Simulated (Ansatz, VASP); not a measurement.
# Ga4S: VASP beside Ansatz

```xyz
5
Lattice="4.9940 0.0000 0.0000 0.0000 4.9940 0.0000 0.0000 0.0000 4.9940" Properties=species:S:1:pos:R:3 pbc="T T T"
Ga    0.0000    0.0000    0.0000
Ga    2.4970    2.4970    0.0000
Ga    2.4970    0.0000    2.4970
Ga    0.0000    2.4970    2.4970
S     2.4970    2.4970    2.4970
```

Change from the starting cell: species swapped into the Mn4N type (Pm-3m, No. 221).

Alike in both runs: functional PBE; k mesh 8 × 8 × 8; occupations gaussian, width 0.1 eV; no spin polarisation.

Ansatz relaxed the structure, and its values are those at the end. VASP's run is a single point on that final structure, the one shown.

```csv
,VASP,Ansatz
version,VASP 6.6.1,Ansatz 0.2.0
potentials or method,"VASP PAW PBE potentials, release 64 (Ga_d, S)","scalar-relativistic, plane waves, PAW"
plane-wave cutoff (eV),520,420
valence electrons in the cell,58,58
```

```tsv
	VASP	Ansatz	Ansatz less VASP
gap on the k mesh at the Fermi level (eV)	none	none	-
pressure (GPa)	0.1	0.0	-0.06
```

A gap of «none» marks a metal or a gap that the smearing closes. With one functional, cell and mesh, what is left measures potentials, basis and numerics.
